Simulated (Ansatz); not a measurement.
Cost and result for the equilibrium volume of HgTe

**What was measured.** The equilibrium volume of HgTe (Coloradoite) (F-43m) is reported as 33.73 Å³/atom at 300 K (a printed reference work). The runs below try to reproduce it.

The structure is cubic, space group F-43m (No. 216). The conventional cell has a = 6.429 Å, b = 6.429 Å, c = 6.429 Å, α = 90.00°, β = 90.00°, γ = 90.00°. Around Hg (site symmetry -43m) lie 4 Te at 2.78 Å. Around Te (site symmetry -43m) lie 4 Hg at 2.78 Å.

```csv
rung,level,program and potentials,cutoff (eV),k mesh,smearing,task,core time,chip,equilibrium volume (Å³/atom),miss,notes
GGA + dispersion,PBEsol+D4,"Ansatz, Ansatz PAW",420,7 × 7 × 7,fermi-dirac 0.05,relaxation of cell and atoms,24 s,Intel Xeon Skylake/Cascade Lake,33.72,-0.0 %,"potentials made for PBE, which Ansatz adapts in part"
GGA + dispersion,BLYP+D3(BJ),"Ansatz, Ansatz PAW",420,7 × 7 × 7,fermi-dirac 0.05,relaxation of cell and atoms,30 s,Intel Xeon Skylake/Cascade Lake,35.39,+4.9 %,"potentials made for PBE, which Ansatz adapts in part"
GGA,PBE,"Ansatz, Ansatz PAW",420,7 × 7 × 7,fermi-dirac 0.05,relaxation of cell and atoms,30 s,Intel Xeon Skylake/Cascade Lake,36.79,+9.1 %,-
GGA + dispersion,RPBE+D3(BJ),"Ansatz, Ansatz PAW",420,7 × 7 × 7,fermi-dirac 0.05,relaxation of cell and atoms,31 s,Intel Xeon Skylake/Cascade Lake,31.29,-7.2 %,"potentials made for PBE, which Ansatz adapts in part"
GGA + dispersion,PBE+D4,"Ansatz, Ansatz PAW",420,7 × 7 × 7,fermi-dirac 0.05,relaxation of cell and atoms,31 s,Intel Xeon Skylake/Cascade Lake,35.04,+3.9 %,-
GGA + dispersion,revPBE+D3(BJ),"Ansatz, Ansatz PAW",420,7 × 7 × 7,fermi-dirac 0.05,relaxation of cell and atoms,35 s,Intel Xeon Skylake/Cascade Lake,34.60,+2.6 %,"potentials made for PBE, which Ansatz adapts in part"
GGA + dispersion,BLYP+D4,"Ansatz, Ansatz PAW",420,7 × 7 × 7,fermi-dirac 0.05,relaxation of cell and atoms,37 s,Intel Xeon Skylake/Cascade Lake,36.05,+6.9 %,"potentials made for PBE, which Ansatz adapts in part"
meta-GGA,m-r2SCAN,"Ansatz, Ansatz PAW",500,7 × 7 × 7,fermi-dirac 0.05,relaxation of cell and atoms,39 s,Arm Neoverse V1,35.49,+5.2 %,"potentials made for PBE, which Ansatz adapts in part"
GGA + dispersion,RPBE+D4,"Ansatz, Ansatz PAW",420,7 × 7 × 7,fermi-dirac 0.05,equation of state,41 s,Intel Xeon Skylake/Cascade Lake,35.01,+3.8 %,"potentials made for PBE, which Ansatz adapts in part"
GGA,revPBE,"Ansatz, Ansatz PAW",420,7 × 7 × 7,fermi-dirac 0.05,relaxation of cell and atoms,43 s,Intel Xeon Skylake/Cascade Lake,38.08,+12.9 %,"potentials made for PBE, which Ansatz adapts in part"
meta-GGA + dispersion,r2SCAN+D4,"Ansatz, Ansatz PAW",500,7 × 7 × 7,fermi-dirac 0.05,equation of state,61 s,Arm Neoverse V1,35.05,+3.9 %,"potentials made for PBE, which Ansatz adapts in part"
hybrid,PBEsol0,"Ansatz, Ansatz PAW",420,4 × 4 × 4,fermi-dirac 0.05,relaxation of cell and atoms,78 s,Intel Xeon Platinum 8375C Ice Lake,34.03,+0.9 %,"coarse mesh; potentials made for PBE, which Ansatz adapts in part"
meta-GGA + dispersion,r2SCAN+D3(BJ),"Ansatz, Ansatz PAW",500,7 × 7 × 7,fermi-dirac 0.05,relaxation of cell and atoms,82 s,Intel Xeon Skylake/Cascade Lake,34.84,+3.3 %,"potentials made for PBE, which Ansatz adapts in part"
hybrid,HSEsol,"Ansatz, Ansatz PAW",420,4 × 4 × 4,fermi-dirac 0.05,relaxation of cell and atoms,2.6 min,Intel Xeon,34.30,+1.7 %,"coarse mesh; potentials made for PBE, which Ansatz adapts in part"
hybrid,r2SCAN50,"Ansatz, Ansatz PAW",500,4 × 4 × 4,fermi-dirac 0.05,equation of state,4 min,Intel Xeon 6975P-C Granite Rapids,34.11,+1.1 %,"coarse mesh; potentials made for PBE, which Ansatz adapts in part"
hybrid,B3LYP,"Ansatz, Ansatz PAW",420,4 × 4 × 4,fermi-dirac 0.05,relaxation of cell and atoms,5.7 min,Intel Xeon Skylake/Cascade Lake,38.14,+13.1 %,"coarse mesh; potentials made for PBE, which Ansatz adapts in part"
```

Times are single runs on shared hosts and different chips, so they are rough; meshes, cutoffs and the tasks' sizes weigh on the time. All rows: no spin polarisation. m-r2SCAN is the variant of Desmarais and co-workers (2025). Smearing widths are in eV. For a metal such meshes aren't converged. Meshes differ between rows, which moves values too. Meshes are those of the run's cell of 2 atoms unless a note names another. Relaxations start from the cell shown or near it and stop with a little pressure left. The cell shown, of 33.22 Å³ an atom, is the runs' start and not the measured value. Misses use the values as printed. Runs on faulty files, with rough fits or with known faults for this quantity aren't shown. No row holds spin-orbit coupling.

By rung: GGA + dispersion 31.29 to 36.05; GGA 36.79 to 38.08; meta-GGA 35.49; meta-GGA + dispersion 34.84 to 35.05; hybrid on coarse meshes 34.03 to 38.14 (Å³/atom). Measured: 33.73 Å³/atom at 300 K (a printed reference work). Closest, coarse meshes and atomic bases left aside, is PBEsol+D4 (-0.0 %), and PBE misses by +9.1 % on plain settings. The runs are for a static lattice, while measurements hold temperature and zero-point motion.
